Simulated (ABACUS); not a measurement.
Hf in ABACUS: the effect of strain along c

Hf:

```xyz
1
Lattice="2.5527 1.4738 0.9796 -2.5527 1.4738 0.9796 0.0000 -2.9476 0.9796" Properties=species:S:1:pos:R:3 pbc="T T T"
Hf    0.0000    0.0000    0.0000
```

The cell isn't the ideal one: cell strained by -0.06 along c.

Alike in all runs:

| Property | Result |
| --- | --- |
| Program | ABACUS 3.10.1 |
| Task | single point |
| Functional | PBE |
| Potentials or basis | PseudoDojo NC SR 0.4.1 PBE standard |
| Cutoff | 789 eV |
| Density cutoff | 3157 eV |
| Basis | plane waves |
| k mesh | 7 × 7 × 7 |
| Occupations | fermi-dirac, width 0.05 eV |
| Spin | no spin polarisation |
| Radial cutoff of the potentials (pseudo_rcut) | 7 bohr |
| SCF threshold on the density | 1e-08 |
| Max SCF steps | 100 |
| Eigensolver | dav |
| Mixing | broyden |
| Mixing share | 0.7 |

| strain along c | pressure (GPa) |
| --- | --- |
| -0.06 | ? |
| -0.03 | -1.0 |
| 0 | -4.0 |
| 0.03 | -6.7 |
| 0.06 | -8.9 |

What does the run with strain along c -0.06 give?

Pressure 2.1 GPa.

Worked out: A parabola through the other rows of the pressure, of slope -121 GPa per unit of strain along c there, extrapolates to 2.4 GPa, against the run's 2.1.

Caveats: some runs use coarse meshes.
